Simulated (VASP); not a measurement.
# NaI (I4/mmm) in VASP: electric field gradients with PBE

Aim: the electric field gradients of NaI with PBE.

Program: VASP 6.6.1. These are calculated values, not measurements. Logs are shortened: lines on timing, memory, paths and dates and some standing lists are left out, and cuts for length are marked.

**1. The cell of the first run**

The structure is tetragonal, space group I4/mmm (No. 139). The conventional cell has a = 4.488 Å, b = 4.488 Å, c = 6.732 Å, α = 90.00°, β = 90.00°, γ = 90.00°. Na (site symmetry 4/mmm) has 6 I at 3.17 to 3.37 Å as nearest neighbours. I (site symmetry 4/mmm) is surrounded by 6 Na at 3.17 to 3.37 Å.

**2. Electric field gradients, PBE (z stretched by +4 % at fixed volume)**

INCAR

```
SYSTEM = NaI
PREC = Accurate ; ENCUT = 520
EDIFF = 1E-8 ; ISMEAR = -1
SIGMA = 0.01 ; LREAL = .FALSE.
LASPH = .TRUE. ; NELM = 100
ALGO = Normal ; ISIF = 2
LWAVE = .FALSE. ; LCHARG = .FALSE.
GGA = PE ; LEFG = .TRUE.
NBANDS = 14
```

KPOINTS

```
Automatic mesh
0
G
  7 7 7
  0 0 0
```

POSCAR

```
NaI
1.0
    0.0000000000      3.1735512988      3.3658560000
    3.1735512988      0.0000000000      3.3658560000
    3.1735512988      3.1735512988      0.0000000000
Na I
1 1
Direct
    0.0000000000      0.0000000000      0.0000000000
    0.5000000000      0.5000000000      0.5000000000
```

Potentials or basis: VASP PAW PBE potentials, release 64 (Na_pv, I).

Command:

```
$ cat potpaw_PBE.64/Na_pv/POTCAR potpaw_PBE.64/I/POTCAR > POTCAR
$ mpirun -np 1 vasp_std > vasp.out
```

OUTCAR:

```text
SYSTEM = NaI
   PREC = Accurate
   ENCUT = 520
   EDIFF = 1E-8
   ISMEAR = -1
   LREAL = .FALSE.
   LASPH = .TRUE.
   NELM = 100
   ISIF = 2
   GGA = PE

 ion  position               nearest neighbor table
   1  0.000  0.000  0.000-   2 3.17   2 3.17   2 3.17   2 3.17
   2  0.500  0.500  0.500-   1 3.17   1 3.17   1 3.17   1 3.17

  LATTYP: Found a body centered tetragonal cell.
 ALAT       =     4.4880792876
 C/A-ratio  =     1.4999093306

  Lattice vectors:

 A1 = (  -3.1735512988,   0.0000000000,   3.3658560000)
 A2 = (   3.1735512988,   0.0000000000,   3.3658560000)
 A3 = (   0.0000000000,   3.1735512988,  -3.3658560000)

Analysis of symmetry for initial positions (statically):
=====================================================================
 Subroutine PRICEL returns:
 Original cell was already a primitive cell.

 Routine SETGRP: Setting up the symmetry group for a
 body centered tetragonal supercell.

 Subroutine GETGRP returns: Found 16 space group operations
 (whereof 16 operations were pure point group operations)
 out of a pool of 16 trial point group operations.

The static configuration has the point symmetry D_4h.

Analysis of symmetry for dynamics (positions and initial velocities):
=====================================================================
 Subroutine PRICEL returns:
 Original cell was already a primitive cell.

 Routine SETGRP: Setting up the symmetry group for a
 body centered tetragonal supercell.

 Subroutine GETGRP returns: Found 16 space group operations
 (whereof 16 operations were pure point group operations)
 out of a pool of 16 trial point group operations.

The dynamic configuration has the point symmetry D_4h.

 Subroutine INISYM returns: Found 16 space group operations
 (whereof 16 operations are pure point group operations),
 and found     1 'primitive' translations

----------------------------------------------------------------------------------------

                                     Primitive cell

  volume of cell :      67.7980

  direct lattice vectors                    reciprocal lattice vectors
     0.000000000  3.173551299  3.365856000    -0.157552203  0.157552203  0.148550621
     3.173551299  0.000000000  3.365856000     0.157552203 -0.157552203  0.148550621
     3.173551299  3.173551299  0.000000000     0.157552203  0.157552203 -0.148550621

[... 136 lines left out ...]
 Fermi energy:         1.0409195586

 k-point     1 :       0.0000    0.0000    0.0000
  band No.  band energies     occupation
      1     -21.6313      2.00000
      2     -21.6256      2.00000
      3     -21.6256      2.00000
      4     -10.2165      2.00000
      5       0.7840      2.00000
      6       0.7840      2.00000
      7       0.8384      2.00000
      8       4.4531      0.00000
      9       8.4913      0.00000
     10       8.8805      0.00000
     11       8.8805      0.00000
     12      10.2064      0.00000
     13      10.8794      0.00000
     14      11.2619      0.00000
[... 377 lines left out ...]
      1     -21.6339      2.00000
      2     -21.6284      2.00000
      3     -21.6267      2.00000
      4      -9.8731      2.00000
      5      -0.9579      2.00000
      6      -0.1797      2.00000
      7       0.2604      2.00000
      8       7.0034      0.00000
      9       7.2797      0.00000
     10       8.6271      0.00000
     11       9.3302      0.00000
     12      11.3099      0.00000
     13      12.2912      0.00000
     14      13.2865      0.00000

 [... further k-points ...]

------------------------ aborting loop because EDIFF is reached ----------------------------------------

  FORCE on cell =-STRESS in cart. coord.  units (eV):
  Direction    XX          YY          ZZ          XY          YZ          ZX
  --------------------------------------------------------------------------------------
  -------------------------------------------------------------------------------------
  Total        0.4356720      0.4356720     -0.1480665      0.0000000      0.0000000      0.0000000
  in kB       10.2956463     10.2956463     -3.4990545      0.0000000      0.0000000      0.0000000
  external PRESSURE =       5.6974127 kB  Pullay stress =       0.0000000 kB

 VOLUME and BASIS-vectors are now :
 -----------------------------------------------------------------------------
  energy-cutoff  :      520.00
  volume of cell :       67.80
      direct lattice vectors                 reciprocal lattice vectors
     0.000000000  3.173551299  3.365856000    -0.157552203  0.157552203  0.148550621
     3.173551299  0.000000000  3.365856000     0.157552203 -0.157552203  0.148550621
     3.173551299  3.173551299  0.000000000     0.157552203  0.157552203 -0.148550621

 POSITION                                       TOTAL-FORCE (eV/Angst)
 -----------------------------------------------------------------------------------
      0.00000      0.00000      0.00000         0.000000     -0.000000      0.000000
      3.17355      3.17355      3.36586        -0.000000      0.000000      0.000000
 -----------------------------------------------------------------------------------
    total drift:                                0.000000      0.000000      0.000000

  FREE ENERGIE OF THE ION-ELECTRON SYSTEM (eV)
  ---------------------------------------------------
  free  energy   TOTEN  =        -5.3733273003 eV

  energy  without entropy=       -5.3733273003  energy(sigma->0) =       -5.37332730

 Electric field gradients (V/A^2)
---------------------------------------------------------------------
 ion       V_xx      V_yy      V_zz      V_xy      V_xz      V_yz
---------------------------------------------------------------------
   1      -2.024    -2.024     4.049     0.005     0.002     0.002
   2       2.655     2.655    -5.310    -0.000    -0.000    -0.000
---------------------------------------------------------------------

 Electric field gradients after diagonalization (V/A^2)
 (convention: |V_zz| > |V_xx| > |V_yy|)
----------------------------------------------------------------------
 ion       V_xx      V_yy      V_zz     asymmetry (V_yy - V_xx)/ V_zz
----------------------------------------------------------------------
   1      -2.029    -2.019     4.049       0.002
   2       2.655     2.655    -5.310       0.000
----------------------------------------------------------------------

           NMR quadrupolar parameters

 Cq : quadrupolar parameter    Cq=e*Q*V_zz/h
 eta: asymmetry parameters     (V_yy - V_xx)/ V_zz
 Q  : nuclear electric quadrupole moment in mb (millibarn)
----------------------------------------------------------------------
 ion       Cq(MHz)       eta       Q (mb)
----------------------------------------------------------------------
   1       0.010       0.002       1.000
   2      -0.013       0.000       1.000
----------------------------------------------------------------------
```

stdout:

```text
POSCAR found type information on POSCAR NaI
 POSCAR found :  2 types and       2 ions
 scaLAPACK will be used
 LDA part: xc-table for (Slater+PW92), standard interpolation
 POSCAR, INCAR and KPOINTS ok, starting setup
 FFT: planning ... GRIDC
 FFT: planning ... GRID_SOFT
 FFT: planning ... GRID
 WAVECAR not read
 entering main loop
ion   1

ion   2
```

It took 24 s on 1 thread of AMD EPYC 9R45 (Zen 5), shared host; peak memory 0.18 GiB.

Results:

| Item | Value |
| --- | --- |
| Free energy | -5.3733 eV |
| Pressure | 0.6 GPa |
| Band gap on the k mesh | 3.61 eV, direct |

Levels at points of the mesh, in eV from the valence-band top:
```
           k point  band 3  band 4  band 5  band 6  band 7  band 8  band 9  band 10  band 11  band 12
(0.00, 0.00, 0.00)  -22.46  -11.05   -0.05   -0.05    0.00    3.61    7.65     8.04     8.04     9.37
```

Electric field gradients, principal values (V/Å²):
```tsv
atom	Vxx	Vyy	Vzz
1 Na	-2.019	-2.029	4.049
2 I	2.655	2.655	-5.310
```

Caveat: spin-orbit coupling is left out, which moves the levels of the heavy elements.
